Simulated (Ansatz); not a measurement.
The system is TiO.

```
CELL_PARAMETERS angstrom
4.98909 0.00000 0.00000
-2.49454 4.32068 0.00000
0.00000 0.00000 2.87331
ATOMIC_POSITIONS crystal
Ti 0.00000 0.00000 0.00000
Ti 0.33333 0.66667 0.50000
Ti 0.66667 0.33333 0.50000
O 0.00000 0.39444 0.00000
O 0.39444 0.00000 0.00000
O 0.60556 0.60556 0.00000
```

The cell comes from a database or a generator and needn't be the stable form of this composition.

* Program: Ansatz 0.2.0
* Task: relaxation of cell and atoms
* Functional: PBEsol
* Dispersion: D3(BJ)-ATM
* Potentials or basis: Ansatz PAW
* Cutoff: 420 eV (not typed: the program's choice for these potentials)
* k mesh: 6 × 6 × 9
* Occupations: fermi-dirac, width 0.05 eV
* Spin: no spin polarisation

At the start: volume 10.32 Å³/atom.

**Question.** Where does the relaxation end?

**Answer.** It ends after 7 steps and the volume is 9.87 Å³/atom (-4.4 %); space group P-62m (No. 189, to 0.05 Å).

The path:
| step | energy change (eV) | largest force (eV/Å) | volume (Å³) |
| --- | --- | --- | --- |
| 1 | 0.0000 | 0.0296 | 61.94 |
| 2 | -0.0925 | 0.0129 | 59.91 |
| 3 | -0.1015 | 0.0153 | 59.21 |
| 4 | -0.1014 | 0.0044 | 59.25 |
| 5 | -0.0931 | 0.0042 | 59.25 |
| 6 | -0.0934 | 0.0028 | 59.19 |
| 7 | -0.0933 | 0.0028 | 59.19 |

Final structure:
```
Ti O
1.0
     4.92253    0.00000    0.00000
    -2.46126    4.26303    0.00000
     0.00000    0.00000    2.82069
Ti O
3 3
Direct
  0.00000 0.00000 0.00000
  0.33333 0.66667 0.50000
  0.66667 0.33333 0.50000
  0.00000 0.39556 0.00000
  0.39556 0.00000 0.00000
  0.60444 0.60444 0.00000
```

Caveat: the plane-wave basis is chosen anew once the cell has moved, so the energies of steps on either side of that aren't comparable; the pressure holds a Pulay correction of +0.6 GPa for the finite cutoff; pairwise dispersion overbinds metals, which lowers pressure and volume; the PAW data sets come from PBE, with cores solved anew for the run's functional, which leaves a small shift of forces and pressure.
